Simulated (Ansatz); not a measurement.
**CoO: magnetic states**

An exercise on one series of results from a longer session: the logs are not shown, and one member is left open.

Computed with Ansatz 0.2.0 (DFT PBE, scalar-relativistic, plane waves, PAW, unless a step's input says otherwise).

## The structure to begin with

Symmetry: Pm-3m, No. 221, cubic system. The conventional cell has a = 2.558 Å, b = 2.558 Å, c = 2.558 Å, α = 90.00°, β = 90.00°, γ = 90.00°. Co (site symmetry m-3m) has 8 O at 2.22 Å as nearest neighbours. Around O (site symmetry m-3m) lie 8 Co at 2.22 Å.

As a file:

```
CELL_PARAMETERS angstrom
2.55800 0.00000 0.00000
0.00000 2.55800 0.00000
0.00000 0.00000 2.55800
ATOMIC_POSITIONS crystal
Co 0.00000 0.00000 0.00000
O 0.50000 0.50000 0.50000
```

This is a hypothetical structure, made by putting the elements on a prototype's sites.

The first run:

(A quick probe on a coarse mesh, which set the mesh and smearing, is not shown.)

Input file input.yaml:

```yaml
crystal:
  lattice:
    - [2.5580026086, 0.0, 0.0]
    - [0.0, 2.5580026086, 0.0]
    - [0.0, 0.0, 2.5580026086]
  atoms:
    - { symbol: Co, position: [0.0, 0.0, 0.0], spin: 2.73 }
    - { symbol: O, position: [0.5, 0.5, 0.5], spin: 0.53 }
basis:
  ecutwfc: 420
kpoints:
  mp_grid: { grid: [8, 8, 8] }
hamiltonian:
  xc: pbe
scf:
  occupations: { method: gaussian, width: 0.1 }
output:
  forces: true
  stress: true
  eigenvalues: true
  populations: true
magnetization:
  spin_polarized: true
relax:
  adjacent_minimum: "off"
  f_tol: 0.05
  max_steps: 80
  cell: { stress_tol: 0.5 }
```

Launch:

```sh
ansatz run input.yaml --threads 1 --pin off --max-ram 2560MiB --backend cpu --events-out ev --progress --plain --runs-dir out
```

Among the steps run: Rough relaxation on the coarse mesh; Relaxing cell and atoms; Magnetic start: no spin polarisation; Start: ferromagnetic; Magnetic start: large parallel starting moments; Start: antiferromagnetic, doubled cell, propagation vector (0, 0, 1/2); Start: antiferromagnetic, doubled cell, propagation vector (0, 1/2, 1/2); Magnetic start: antiferromagnetic, doubled cell, propagation vector (1/2, 1/2, 1/2); Magnetic start: small parallel starting moments.

One table of the session follows, with a row left open; its other results are not shown here.

It belongs to the step «Which state is lowest». 

| start | energy above the lowest (meV/atom) | pressure (GPa) |
| --- | --- | --- |
| antiferromagnetic, doubled cell, propagation vector (0, 0, 1/2) | 0.00 | -0.4 |
| antiferromagnetic, doubled cell, propagation vector (1/2, 1/2, 1/2) | 10.1 | -0.3 |
| ferromagnetic | 64.4 | 0.0 |
| large parallel starting moments | 64.4 | 0.0 |
| small parallel starting moments | 64.4 | 0.0 |
| antiferromagnetic, doubled cell, propagation vector (0, 1/2, 1/2) | ? | ? |
| no spin | 363 | -13.9 |

Estimate the missing values for antiferromagnetic, doubled cell, propagation vector (0, 1/2, 1/2).

As computed: energy above the lowest (meV/atom): 98.5; pressure (GPa): 3.2. In the column «energy above the lowest (meV/atom)» it lies between small parallel starting moments (64.4) and no spin (363).

Limits of these values: Only these starts were tried, so a lower state is not ruled out. Without a U such compounds often come out metallic though many are antiferromagnetic insulators.
